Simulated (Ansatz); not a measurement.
# MgO: the cost of one run

Computed with Ansatz 0.2.0 (DFT PBE, scalar-relativistic, plane waves, PAW, unless a step's input says otherwise).

The COD cell was measured well above room temperature, so it is larger than a cold one.

### 1 The structure to begin with

The structure is cubic, space group Fm-3m (No. 225). The conventional cell has a = 4.270 Å, b = 4.270 Å, c = 4.270 Å, α = 90.00°, β = 90.00°, γ = 90.00°. Mg (site symmetry m-3m) is surrounded by 6 O at 2.14 Å. Around O (site symmetry m-3m) lie 6 Mg at 2.14 Å.

As a file:

```
CELL_PARAMETERS angstrom
4.27030 0.00000 4.27030
0.00000 -4.27030 4.27030
4.27030 -4.27030 0.00000
ATOMIC_POSITIONS crystal
Mg 0.00000 0.00000 0.50000
Mg 0.00000 0.50000 0.50000
Mg 0.50000 0.00000 0.50000
Mg 0.50000 0.50000 0.50000
Mg 0.00000 0.00000 0.00000
Mg 0.00000 0.50000 0.00000
Mg 0.50000 0.00000 0.00000
Mg 0.50000 0.50000 0.00000
O 0.75000 0.75000 0.25000
O 0.75000 0.25000 0.25000
O 0.25000 0.75000 0.25000
O 0.25000 0.25000 0.25000
O 0.75000 0.75000 0.75000
O 0.75000 0.25000 0.75000
O 0.25000 0.75000 0.75000
O 0.25000 0.25000 0.75000
```

No relaxation comes first: the listed cell is the starting point.

### 2 Reference: the perfect supercell

input.yaml reads:

```yaml
crystal:
  lattice:
    - [4.2703, 0.0, 4.2703]
    - [0.0, -4.2703, 4.2703]
    - [4.2703, -4.2703, 0.0]
  atoms:
    - { symbol: Mg, position: [0.0, 0.0, 0.5] }
    - { symbol: Mg, position: [0.0, 0.5, 0.5] }
    - { symbol: Mg, position: [0.5, 0.0, 0.5] }
    - { symbol: Mg, position: [0.5, 0.5, 0.5] }
    - { symbol: Mg, position: [0.0, 0.0, 0.0] }
    - { symbol: Mg, position: [0.0, 0.5, 0.0] }
    - { symbol: Mg, position: [0.5, 0.0, 0.0] }
    - { symbol: Mg, position: [0.5, 0.5, 0.0] }
    - { symbol: O, position: [0.75, 0.75, 0.25] }
    - { symbol: O, position: [0.75, 0.25, 0.25] }
    - { symbol: O, position: [0.25, 0.75, 0.25] }
    - { symbol: O, position: [0.25, 0.25, 0.25] }
    - { symbol: O, position: [0.75, 0.75, 0.75] }
    - { symbol: O, position: [0.75, 0.25, 0.75] }
    - { symbol: O, position: [0.25, 0.75, 0.75] }
    - { symbol: O, position: [0.25, 0.25, 0.75] }
  symmetry: { detect: false }
basis:
  ecutwfc: 420
kpoints:
  mp_grid: { grid: [2, 2, 2], shift: [0.5, 0.5, 0.5] }
hamiltonian:
  xc: pbe
scf:
  occupations: { method: gaussian, width: 0.1 }
output:
  forces: true
  stress: true
  eigenvalues: true
```

Started as:

```
ansatz run input.yaml --threads 4 --pin off --max-ram 5120MiB --backend cpu --events-out ev --progress --plain --runs-dir out
```

What time and memory should one allow on 4 threads of Arm Neoverse V1, shared host?

About 1.3 s, with a peak of 0.49 GiB.
